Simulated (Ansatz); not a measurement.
Here is an Ansatz 0.2.0 calculation.

input.yaml

```yaml
crystal:
  lattice:
    - [-1.6069, 1.6069, 3.91495]
    - [1.6069, -1.6069, 3.91495]
    - [1.6069, 1.6069, -3.91495]
  atoms:
    - { symbol: W, position: [0.0, 0.0, 0.0] }
    - { symbol: Si, position: [0.6653, 0.6653, 0.0] }
    - { symbol: Si, position: [0.3347, 0.3347, 0.0] }
hamiltonian:
  xc: blyp
  pseudopotentials: { kind: paw }
kpoints:
  mp_grid: { grid: [12, 12, 12] }
  band_path:
    path:
      - [[0.0, 0.0, 0.0], [0.0, 0.0, 0.5], [-0.084235521, 0.084235521, 0.5], [-0.2921177605, 0.2921177605, 0.2921177605], [0.0, 0.0, 0.0], [0.5, 0.5, -0.5], [0.2921177605, 0.7078822395, -0.2921177605], [0.0, 0.5, 0.0], [0.25, 0.25, 0.25], [0.5, 0.5, -0.084235521], [0.5, 0.5, -0.5]]
      - [[0.0, 0.0, 0.5], [0.25, 0.25, 0.25]]
    npoints: 14
scf:
  occupations: { method: fermi_dirac, width: 0.05 }
  n_extra_bands: 7
output:
  forces: true
  stress: true
  eigenvalues: true
  fatbands: false
```

Potentials or basis: Ansatz PAW.

Launch:

```bash
$ ansatz run input.yaml --threads 2 --pin off --max-ram 5632MiB --backend cpu --events-out ev --progress --plain --runs-dir out
```

(1) Predict the pressure.

(2) What does it give for the band gap on the k mesh?

Answers

(1) 12.2 GPa.

(2) none (metal or under the smearing width).

Caveat: spin-orbit coupling is left out, which moves the levels of the heavy elements; the PAW data sets come from PBE, with cores solved anew for the run's functional, which leaves a small shift of forces and pressure.
